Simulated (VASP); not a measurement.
# NiO (P-6m2) in VASP: further runs

Runs on NiO. Level: LDA+U. Tasks: single point.

Everything below comes from runs of VASP 6.6.1. Logs are shortened: lines on timing, memory, paths and dates and some standing lists are left out, and cuts for length are marked.

**1. The crystal as given**

Symmetry: P-6m2, No. 187, hexagonal system. Conventional cell: a = 2.783 Å, b = 2.783 Å, c = 2.716 Å, α = 90.00°, β = 90.00°, γ = 120.00°. Around Ni (site symmetry -6m2) lie 6 O at 2.10 Å. Around O (site symmetry -6m2) lie 6 Ni at 2.10 Å.

Measurements of this composition are mostly on another form, of space group No. 225.

**2. Single point, LDA+U, collinear spin, ferromagnetic start**

Input file INCAR:

```
ALGO = Normal
EDIFF = 1E-7
ENCUT = 520
GGA = CA
ISIF = 2
ISMEAR = 0
ISPIN = 2
LASPH = T
LCHARG = T
LDAU = T
LDAUJ = 0 0
LDAUL = 2 -1
LDAUPRINT = 1
LDAUTYPE = 2
LDAUU = 4 0
LELF = T
LMAXMIX = 4
LORBIT = 11
LREAL = F
LVHAR = T
LWAVE = F
MAGMOM = 1 0
NBANDS = 19
NELM = 120
PREC = Accurate
SIGMA = 0.05
```

Input file KPOINTS:

```
k-points
0
Gamma
  8 8 7
```

Input file POSCAR:

```
NiO
1.0
    2.7830607900      0.0000000000      0.0000000000
   -1.3915303900      2.4102013400      0.0000000000
    0.0000000000      0.0000000000      2.7161294400
Ni O
1 1
Direct
    0.0000000000      0.0000000000      0.0000000000
    0.6666666667      0.3333333333      0.5000000000
```

Potentials or basis: VASP PAW LDA potentials, release 64 (Ni, O).

Run with:

```
> cat potpaw_LDA.64/Ni/POTCAR potpaw_LDA.64/O/POTCAR > POTCAR
> mpirun -np 1 vasp_std > vasp.out
```

OUTCAR:

```text
EDIFF = 1E-7
   ENCUT = 520
   GGA = CA
   ISIF = 2
   ISMEAR = 0
   ISPIN = 2
   LASPH = T
   LORBIT = 11
   LREAL = F
   NELM = 120
   PREC = Accurate

 ion  position               nearest neighbor table
   1  0.000  0.000  0.000-   2 2.10   2 2.10   2 2.10   2 2.10   2 2.10   2 2.10
   2  0.667  0.333  0.500-   1 2.10   1 2.10   1 2.10   1 2.10   1 2.10   1 2.10

  LATTYP: Found a hexagonal cell.
 ALAT       =     2.7830607900
 C/A-ratio  =     0.9759504535

  Lattice vectors:

 A1 = (   2.7830607900,   0.0000000000,   0.0000000000)
 A2 = (  -1.3915303900,   2.4102013400,   0.0000000000)
 A3 = (   0.0000000000,   0.0000000000,   2.7161294400)

Analysis of symmetry for initial positions (statically):
=====================================================================
 Subroutine PRICEL returns:
 Original cell was already a primitive cell.

 Routine SETGRP: Setting up the symmetry group for a
 hexagonal supercell.

 Subroutine GETGRP returns: Found 12 space group operations
 (whereof 12 operations were pure point group operations)
 out of a pool of 24 trial point group operations.

The static configuration has the point symmetry D_3h.

Analysis of symmetry for dynamics (positions and initial velocities):
=====================================================================
 Subroutine PRICEL returns:
 Original cell was already a primitive cell.

 Routine SETGRP: Setting up the symmetry group for a
 hexagonal supercell.

 Subroutine GETGRP returns: Found 12 space group operations
 (whereof 12 operations were pure point group operations)
 out of a pool of 24 trial point group operations.

The dynamic configuration has the point symmetry D_3h.

Analysis of structural, dynamic, and magnetic symmetry:
[... 186 lines left out ...]

  o =  0.2261  v =  0.0000  0.0000  0.0000  0.0000  0.0000  0.0000  0.9116 -0.0000 -0.4111 -0.0000      0.0000  0.0000  0.0000  0.0000  0.0000  0.0000  0.0000  0.0000  0.0000  0.0000
  o =  0.2261  v =  0.0000  0.0000  0.0000  0.0000  0.0000  0.0000  0.4111  0.0000  0.9116 -0.0000      0.0000  0.0000  0.0000  0.0000  0.0000  0.0000  0.0000  0.0000  0.0000  0.0000
  o =  0.9552  v =  0.0000  0.0000  0.0000  0.0000  0.0000  0.7132  0.0000  0.0000  0.0000  0.7009      0.0000  0.0000  0.0000  0.0000  0.0000  0.0000  0.0000  0.0000  0.0000  0.0000
  o =  0.9552  v =  0.0000  0.0000  0.0000  0.0000  0.0000 -0.7009  0.0000 -0.0000  0.0000  0.7132      0.0000  0.0000  0.0000  0.0000  0.0000  0.0000  0.0000  0.0000  0.0000  0.0000
  o =  0.9736  v =  0.0000  0.0000  0.0000  0.0000  0.0000  0.0000 -0.0000 -1.0000  0.0000  0.0000      0.0000  0.0000  0.0000  0.0000  0.0000  0.0000  0.0000  0.0000  0.0000  0.0000
  o =  0.9768  v =  0.7503  0.0000  0.0000 -0.0000  0.6611  0.0000  0.0000  0.0000  0.0000  0.0000      0.0000  0.0000  0.0000  0.0000  0.0000  0.0000  0.0000  0.0000  0.0000  0.0000
  o =  0.9768  v = -0.6611  0.0000  0.0000 -0.0000  0.7503  0.0000  0.0000  0.0000  0.0000  0.0000      0.0000  0.0000  0.0000  0.0000  0.0000  0.0000  0.0000  0.0000  0.0000  0.0000
  o =  0.9769  v = -0.0000 -0.0000  1.0000 -0.0000 -0.0000  0.0000  0.0000  0.0000  0.0000  0.0000      0.0000  0.0000  0.0000  0.0000  0.0000  0.0000  0.0000  0.0000  0.0000  0.0000
  o =  1.0125  v =  0.0000 -0.9116 -0.0000  0.4111  0.0000  0.0000  0.0000  0.0000  0.0000  0.0000      0.0000  0.0000  0.0000  0.0000  0.0000  0.0000  0.0000  0.0000  0.0000  0.0000
  o =  1.0125  v =  0.0000  0.4111  0.0000  0.9116 -0.0000  0.0000  0.0000  0.0000  0.0000  0.0000      0.0000  0.0000  0.0000  0.0000  0.0000  0.0000  0.0000  0.0000  0.0000  0.0000

 number of electron      16.0000004 magnetization       2.0000624

 Free energy of the ion-electron system (eV)
  ---------------------------------------------------
  ext. energy  EPLUGINS =         0.00000000
  ---------------------------------------------------
  free energy    TOTEN  =       -11.24857175 eV

  energy without entropy =      -11.24839162  energy(sigma->0) =      -11.24848169

 E-fermi :   7.1939     XC(G=0): -13.1648

 val. band max:        7.0961806610   @ k =   0.1250  -0.0000   0.0000
 cond. band min:       7.2091175300   @ k =   0.3750   0.2500   0.0000
 fundamental gap:      0.1129368690
 Fermi energy:         7.1939234764

 spin component 1

 k-point     1 :       0.0000    0.0000    0.0000
  band No.  band energies     occupation
      1     -12.4424      1.00000
      2       1.4599      1.00000
      3       2.0268      1.00000
      4       2.0268      1.00000
      5       2.3195      1.00000
      6       2.3195      1.00000
[... 1049 lines left out ...]
     18      42.1928      0.00000
     19      42.6234      0.00000

 [... further k-points ...]

------------------------ aborting loop because EDIFF is reached ----------------------------------------

  FORCE on cell =-STRESS in cart. coord.  units (eV):
  Direction    XX          YY          ZZ          XY          YZ          ZX
  --------------------------------------------------------------------------------------
  -------------------------------------------------------------------------------------
  Total       -1.1237772     -1.1237772     -2.2715064     -0.0000000     -0.0000000      0.0000000
  in kB      -98.8244326    -98.8244322   -199.7551912     -0.0000002     -0.0000000      0.0000000
  external PRESSURE =    -132.4680187 kB  Pullay stress =       0.0000000 kB

 VOLUME and BASIS-vectors are now :
 -----------------------------------------------------------------------------
  energy-cutoff  :      520.00
  volume of cell :       18.22
      direct lattice vectors                 reciprocal lattice vectors
     2.783060790  0.000000000  0.000000000     0.359316621  0.207451548  0.000000000
    -1.391530390  2.410201340  0.000000000     0.000000000  0.414903097  0.000000000
     0.000000000  0.000000000  2.716129440     0.000000000  0.000000000  0.368170966

 POSITION                                       TOTAL-FORCE (eV/Angst)
 -----------------------------------------------------------------------------------
      0.00000      0.00000      0.00000         0.000000      0.000000      0.000000
      1.39153      0.80340      1.35806        -0.000000     -0.000000      0.000000
 -----------------------------------------------------------------------------------
    total drift:                               -0.000000      0.000000      0.000000

  FREE ENERGIE OF THE ION-ELECTRON SYSTEM (eV)
  ---------------------------------------------------
  free  energy   TOTEN  =       -11.2485717539 eV

  energy  without entropy=      -11.2483916205  energy(sigma->0) =      -11.24848169

 total charge

# of ion       s       p       d       tot
------------------------------------------
    1        0.346   0.435   8.264   9.045
    2        1.547   3.397   0.000   4.944
--------------------------------------------------
tot          1.893   3.832   8.264  13.989

 magnetization (x)

# of ion       s       p       d       tot
------------------------------------------
    1        0.004   0.008   1.619   1.631
    2        0.021   0.308   0.000   0.328
--------------------------------------------------
tot          0.024   0.316   1.619   1.959
```

Wall time 19 s (1 thread of Intel Xeon Platinum 8488C (Sapphire Rapids), shared host); peak memory 0.14 GiB.

What came out:

```
Free energy                                           : -11.2486 eV
Pressure                                              : -13.2 GPa
Band gap on the k mesh                                : none (metal or under the smearing width)
Net moment                                            : 2.00 μB per cell
Site moments                                          : Ni +1.63; O +0.33 μB
Valence electrons inside the program's atomic spheres : Ni 9.04; O 4.94
```

Stress tensor (GPa, compression positive):
```
 -9.88   0.00   0.00
  0.00  -9.88   0.00
  0.00   0.00 -19.98
```

Eigenvalues of the final occupation matrices:
```tsv
site	spin	trace	eigenvalues
site 1 d	1	4.96	0.98 0.98 0.98 1.01 1.01
site 1 d	2	3.34	0.23 0.23 0.96 0.96 0.97
```

Caveat: a cell with one magnetic atom can't hold antiferromagnetic order, which such compounds often take.

**3. Single point, LDA+U, collinear spin, antiferromagnetic start**

This run uses another cell than the first one: it holds 4 atoms, not 2.

Input file INCAR:

```
SYSTEM = NiO
ALGO = Normal
EDIFF = 1E-6
ENCUT = 520
ISIF = 2
ISMEAR = 0
ISPIN = 2
LASPH = .TRUE.
LCHARG = .FALSE.
LDAU = .TRUE.
LDAUJ = 0 0
LDAUL = 2 -1
LDAUPRINT = 1
LDAUTYPE = 2
LDAUU = 4 0
LMAXMIX = 4
LORBIT = 11
LREAL = .FALSE.
LWAVE = .FALSE.
MAGMOM = 1 -1 0 0
NELM = 100
PREC = Accurate
SIGMA = 0.05
```

Input file KPOINTS:

```
k-points
0
G
  8 8 8
  0 0 0
```

Input file POSCAR:

```
NiO
1.0
   -1.3915303900      2.4102013400      2.7161294400
    2.7830607900      0.0000000000      2.7161294400
    1.3915304000      2.4102013400      0.0000000000
Ni O
2 2
Direct
    0.0000000000      0.0000000000      0.0000000000
    0.5000000000      0.5000000000      0.5000000000
    0.0833333333      0.4166666667      0.2500000000
    0.5833333333      0.9166666667      0.7500000000
```

Potentials or basis: VASP PAW LDA potentials, release 64 (Ni, O).

Run with:

```
> cat potpaw_LDA.64/Ni/POTCAR potpaw_LDA.64/O/POTCAR > POTCAR
> mpirun -np 1 vasp_std > vasp.out
```

It took 2.5 min on 1 thread of Intel Xeon Platinum 8488C (Sapphire Rapids), shared host; peak memory 0.22 GiB.

The run converged. Its results:

```
Free energy                                           : -22.5774 eV
Pressure                                              : -14.4 GPa
Largest force                                         : 0.228 eV/Å
Band gap on the k mesh                                : 0.74 eV
Net moment                                            : 0.00 μB per cell
Site moments                                          : Ni +1.60, -1.60; O +0.00 μB
Valence electrons inside the program's atomic spheres : Ni 9.05; O 4.94
```

Forces in eV/Å, atoms in the order of the input:
```
Ni   0.197 -0.114  0.000
Ni   0.197 -0.114  0.000
O   -0.197  0.114  0.000
O   -0.197  0.114  0.000
```

Stress tensor (GPa, compression positive):
```
-10.78  -0.44   0.00
 -0.44 -11.29   0.00
  0.00   0.00 -21.02
```

Levels at points of the mesh, in eV from the valence-band top:
Spin up:
| k point | band 14 | band 15 | band 16 | band 17 | band 18 | band 19 |
| --- | --- | --- | --- | --- | --- | --- |
| (0.00, 0.00, 0.00) | -1.83 | 0.00 | 0.00 | 1.01 | 1.94 | 1.98 |
| (0.50, 0.00, 0.00) | -1.49 | -1.22 | -0.47 | 1.05 | 1.57 | 6.13 |
| (0.50, 0.50, 0.00) | -1.55 | -1.44 | -0.50 | 1.18 | 1.92 | 6.63 |
| (0.00, 0.00, 0.50) | -1.83 | -1.31 | -0.70 | 1.23 | 1.68 | 7.53 |
| (0.50, 0.00, 0.50) | -1.68 | -1.39 | -0.52 | 1.14 | 2.36 | 5.71 |
Spin down:
```csv
k point,band 13,band 14,band 15,band 16,band 17,band 18,band 19,band 20
"(0.00, 0.00, 0.00)",-2.13,-1.83,0.00,0.00,1.01,1.94,1.98,5.73
"(0.50, 0.00, 0.00)",-1.69,-1.49,-1.22,-0.47,1.05,1.57,6.13,6.38
"(0.50, 0.50, 0.00)",-1.83,-1.55,-1.44,-0.50,1.18,1.92,6.63,7.97
"(0.00, 0.00, 0.50)",-2.32,-1.83,-1.31,-0.70,1.23,1.68,7.53,7.64
"(0.50, 0.00, 0.50)",-2.24,-1.68,-1.39,-0.52,1.14,2.36,5.71,6.65
```

Eigenvalues of the final occupation matrices:
```csv
site,spin,trace,eigenvalues
site 1 d,1,4.94,0.97 0.98 0.98 1.01 1.01
site 1 d,2,3.36,0.23 0.23 0.96 0.96 0.97
site 2 d,1,3.36,0.23 0.23 0.96 0.96 0.97
site 2 d,2,4.94,0.97 0.98 0.98 1.01 1.01
```

A k mesh can miss the band edges. The state reached can hang on the start; a lower one may exist.

**4. Single point, LDA+U, collinear spin, zero start**

Input file INCAR:

```
ALGO = Fast
EDIFF = 1E-7
ENCUT = 520
ISIF = 2
ISMEAR = 0
ISPIN = 2
LASPH = T
LCHARG = F
LDAU = T
LDAUJ = 0 0
LDAUL = 2 -1
LDAUPRINT = 1
LDAUTYPE = 2
LDAUU = 4 0
LMAXMIX = 4
LORBIT = 11
LREAL = F
LWAVE = F
MAGMOM = 0 0
NBANDS = 19
NELM = 100
PREC = Accurate
SIGMA = 0.05
```

Input file KPOINTS:

```
k-points
0
Gamma
  8 8 7
```

Input file POSCAR:

```
NiO
1.0
    2.7830607900      0.0000000000      0.0000000000
   -1.3915303900      2.4102013400      0.0000000000
    0.0000000000      0.0000000000      2.7161294400
Ni O
1 1
Direct
    0.0000000000      0.0000000000      0.0000000000
    0.6666666667      0.3333333333      0.5000000000
```

Potentials or basis: VASP PAW LDA potentials, release 64 (Ni, O).

Run with:

```
> cat potpaw_LDA.64/Ni/POTCAR potpaw_LDA.64/O/POTCAR > POTCAR
> mpirun -np 1 vasp_std > vasp.out
```

OUTCAR:

```text
EDIFF = 1E-7
   ENCUT = 520
   ISIF = 2
   ISMEAR = 0
   ISPIN = 2
   LASPH = T
   LORBIT = 11
   LREAL = F
   NELM = 100
   PREC = Accurate

 ion  position               nearest neighbor table
   1  0.000  0.000  0.000-   2 2.10   2 2.10   2 2.10   2 2.10   2 2.10   2 2.10
   2  0.667  0.333  0.500-   1 2.10   1 2.10   1 2.10   1 2.10   1 2.10   1 2.10

  LATTYP: Found a hexagonal cell.
 ALAT       =     2.7830607900
 C/A-ratio  =     0.9759504535

  Lattice vectors:

 A1 = (   2.7830607900,   0.0000000000,   0.0000000000)
 A2 = (  -1.3915303900,   2.4102013400,   0.0000000000)
 A3 = (   0.0000000000,   0.0000000000,   2.7161294400)

Analysis of symmetry for initial positions (statically):
=====================================================================
 Subroutine PRICEL returns:
 Original cell was already a primitive cell.

 Routine SETGRP: Setting up the symmetry group for a
 hexagonal supercell.

 Subroutine GETGRP returns: Found 12 space group operations
[... 236 lines left out ...]
      5       3.6338      1.00000
      6       5.7618      1.00000
[... 1049 lines left out ...]
     18      41.4813      0.00000
     19      41.5309      0.00000

 [... further k-points ...]

------------------------ aborting loop because EDIFF is reached ----------------------------------------

  FORCE on cell =-STRESS in cart. coord.  units (eV):
  Direction    XX          YY          ZZ          XY          YZ          ZX
  --------------------------------------------------------------------------------------
  -------------------------------------------------------------------------------------
  Total       -2.5623627     -2.5623627     -3.6113377     -0.0000000      0.0000000      0.0000000
  in kB     -225.3329504   -225.3329496   -317.5793168     -0.0000005      0.0000000      0.0000000
  external PRESSURE =    -256.0817389 kB  Pullay stress =       0.0000000 kB

 VOLUME and BASIS-vectors are now :
 -----------------------------------------------------------------------------
  energy-cutoff  :      520.00
  volume of cell :       18.22
      direct lattice vectors                 reciprocal lattice vectors
     2.783060790  0.000000000  0.000000000     0.359316621  0.207451548  0.000000000
    -1.391530390  2.410201340  0.000000000     0.000000000  0.414903097  0.000000000
     0.000000000  0.000000000  2.716129440     0.000000000  0.000000000  0.368170966

 POSITION                                       TOTAL-FORCE (eV/Angst)
 -----------------------------------------------------------------------------------
      0.00000      0.00000      0.00000         0.000000     -0.000000      0.000000
      1.39153      0.80340      1.35806        -0.000000      0.000000      0.000000
 -----------------------------------------------------------------------------------
    total drift:                               -0.000000      0.000000      0.000000

  FREE ENERGIE OF THE ION-ELECTRON SYSTEM (eV)
  ---------------------------------------------------
  free  energy   TOTEN  =       -10.4885092492 eV

  energy  without entropy=      -10.4870117188  energy(sigma->0) =      -10.48776048

 total charge

# of ion       s       p       d       tot
------------------------------------------
    1        0.318   0.400   8.483   9.201
    2        1.578   3.271   0.000   4.849
--------------------------------------------------
tot          1.895   3.671   8.483  14.050

 magnetization (x)

# of ion       s       p       d       tot
------------------------------------------
    1        0.000   0.000   0.000   0.000
    2        0.000   0.000   0.000   0.000
--------------------------------------------------
tot          0.000   0.000   0.000   0.000
```

OSZICAR:

```text
N       E                     dE             d eps       ncg     rms          rms(c)
DAV:   1     0.830670435888E+02    0.83067E+02   -0.71759E+03  3264   0.111E+03
DAV:   2    -0.665177681553E+01   -0.89719E+02   -0.78786E+02  3114   0.233E+02
DAV:   3    -0.118810400160E+02   -0.52293E+01   -0.49085E+01  3369   0.569E+01
DAV:   4    -0.119292886589E+02   -0.48249E-01   -0.48130E-01  3416   0.537E+00
DAV:   5    -0.119299050874E+02   -0.61643E-03   -0.61637E-03  3356   0.604E-01    0.127E+01
RMM:   6    -0.126667559136E+02   -0.73685E+00   -0.34595E+00  3700   0.174E+01    0.172E+01
RMM:   7    -0.104971338557E+02    0.21696E+01   -0.10793E+00  3648   0.895E+00    0.484E+00
RMM:   8    -0.104893365384E+02    0.77973E-02   -0.41220E-02  3843   0.194E+00    0.187E+00
RMM:   9    -0.104866300035E+02    0.27065E-02   -0.17810E-02  3866   0.141E+00    0.327E-01
RMM:  10    -0.104881788511E+02   -0.15488E-02   -0.25759E-03  4125   0.568E-01    0.143E-01
RMM:  11    -0.104885275721E+02   -0.34872E-03   -0.50239E-04  4106   0.248E-01    0.629E-02
RMM:  12    -0.104885066500E+02    0.20922E-04   -0.11172E-04  4324   0.112E-01    0.765E-03
RMM:  13    -0.104885087538E+02   -0.21037E-05   -0.18551E-05  4444   0.356E-02    0.690E-03
RMM:  14    -0.104885091940E+02   -0.44023E-06   -0.34432E-06  4757   0.117E-02    0.216E-03
RMM:  15    -0.104885092492E+02   -0.55219E-07   -0.30200E-07  3613   0.365E-03
   1 F= -.10488509E+02 E0= -.10487760E+02  d E =-.149753E-02  mag=     0.0004
```

stdout:

```text
POSCAR found type information on POSCAR NiO
 POSCAR found :  2 types and       2 ions
 scaLAPACK will be used
 LDA part: xc-table for (Slater(with rela. corr.)+CA(PZ))
 , standard interpolation
 POSCAR, INCAR and KPOINTS ok, starting setup
 FFT: planning ... GRIDC
 FFT: planning ... GRID_SOFT
 FFT: planning ... GRID
 WAVECAR not read
 entering main loop
```

Wall time 26 s (1 thread of Intel Xeon Platinum 8488C (Sapphire Rapids), shared host); peak memory 0.13 GiB.

Results:

```
Free energy                                           : -10.4885 eV
Pressure                                              : -25.6 GPa
Band gap on the k mesh                                : none (metal or under the smearing width)
Net moment                                            : 0.00 μB per cell
Valence electrons inside the program's atomic spheres : Ni 9.20; O 4.85
```

Stress tensor (GPa, compression positive):
```
-22.53   0.00   0.00
  0.00 -22.53   0.00
  0.00   0.00 -31.76
```

Eigenvalues of the final occupation matrices:
```tsv
site	spin	trace	eigenvalues
site 1 d	1	4.26	0.72 0.72 0.93 0.93 0.97
site 1 d	2	4.26	0.72 0.72 0.93 0.93 0.97
```

(Part 1 of 2 ends here.)
